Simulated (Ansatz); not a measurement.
## Cu2O (Cuprite): projected density of states with revPBE

**Measured values to compare with.**

From “Importance of surface oxygen vacancies for ultrafast hot carrier relaxation and transport in Cu2O”, 2021, arxiv:2103.03167, for a bulk crystal of Cu2O: band gap 2.17 eV (direct).

Crystal: Cu2O (Cuprite).

```
Cu O
1.0
     4.26000    0.00000    0.00000
     0.00000    4.26000    0.00000
     0.00000    0.00000    4.26000
Cu O
4 2
Direct
  0.75000 0.25000 0.75000
  0.75000 0.75000 0.25000
  0.25000 0.75000 0.75000
  0.25000 0.25000 0.25000
  0.50000 0.50000 0.50000
  0.00000 0.00000 0.00000
```

```
Program             : Ansatz 0.2.0
Task                : projected density of states
Functional          : revPBE
Potentials or basis : Ansatz PAW
Cutoff              : 420 eV (not typed: the program's choice for these potentials)
k mesh              : 6 × 6 × 6
Occupations         : fermi-dirac, width 0.05 eV
Spin                : no spin polarisation
```

```yaml
Pressure: 6.4 GPa
Band_gap_on_the_k_mesh: 0.54 eV, direct
```

Levels at points of the mesh, in eV from the valence-band top:
| k point | band 40 | band 41 | band 42 | band 43 | band 44 | band 45 | band 46 | band 47 | band 48 | band 49 |
| --- | --- | --- | --- | --- | --- | --- | --- | --- | --- | --- |
| (0.00, 0.00, 0.00) | -1.56 | -1.56 | 0.00 | 0.00 | 0.00 | 0.54 | 1.23 | 1.23 | 7.95 | 7.95 |
| (0.00, 0.00, -0.50) | -1.68 | -1.20 | -1.20 | -0.39 | -0.39 | 2.25 | 2.25 | 4.22 | 4.22 | 7.43 |
| (0.00, -0.50, -0.50) | -1.48 | -1.22 | -1.22 | -0.66 | -0.66 | 1.92 | 1.92 | 3.84 | 3.84 | 6.82 |
| (-0.50, -0.50, -0.50) | -1.62 | -0.98 | -0.57 | -0.57 | -0.57 | 2.44 | 2.44 | 2.44 | 4.89 | 4.89 |

States per cell in windows of 1 eV (zero at the valence-band top; states under -8 eV left out):
```csv
from (eV),total,Cu 3d,O 2p,Cu 4s,O 2s,Cu 3p
-8.0,3.30,0.73,2.10,0.44,0.01,0.00
-7.0,3.85,0.88,2.62,0.27,0.05,0.01
-6.0,4.80,0.86,3.77,0.06,0.01,0.02
-5.0,0.32,0.13,0.08,0.10,0.00,0.00
-4.0,2.66,1.95,0.03,0.66,0.01,0.00
-3.0,15.28,14.73,0.13,0.34,0.01,0.00
-2.0,17.19,15.95,0.80,0.31,0.03,0.00
-1.0,4.59,3.20,0.76,0.56,0.02,0.00
0.0,0.09,0.05,0.01,0.02,0.02,0.00
1.0,1.10,0.32,0.14,0.34,0.14,0.00
2.0,3.05,0.50,0.44,0.90,0.17,0.00
3.0,1.99,0.21,0.30,0.42,0.01,0.00
4.0,1.41,0.09,0.15,0.48,0.01,0.00
5.0,1.63,0.06,0.14,0.55,0.01,0.00
6.0,1.81,0.03,0.09,0.51,0.01,0.00
7.0,1.54,0.02,0.09,0.52,0.00,0.00
```

It took 8.8 s on 2 threads of Intel(R) Xeon(R) Platinum 8488C (Sapphire Rapids) (shared host), peak memory 0.46 GiB.

Measured gap of Cu2O: 2.17 eV (direct; quoted in “Importance of surface oxygen vacancies for ultrafast hot carrier relaxation and transport in Cu2O”, 2021, arxiv:2103.03167). This calculation gives 0.54 eV (-1.63 eV). So large a miss can be the level of theory's own, or it may mean another phase, state or a wrong row. The value is that of revPBE on a finite k mesh, which can miss the band edges, without temperature or zero-point motion. Semilocal functionals fall short of measured gaps as a rule.

Caveat: the pressure holds a Pulay correction of +0.4 GPa for the finite cutoff; the PAW data sets come from PBE, with cores solved anew for the run's functional, which leaves a small shift of forces and pressure; the density of states is complete only up to the lowest level of the last band computed.
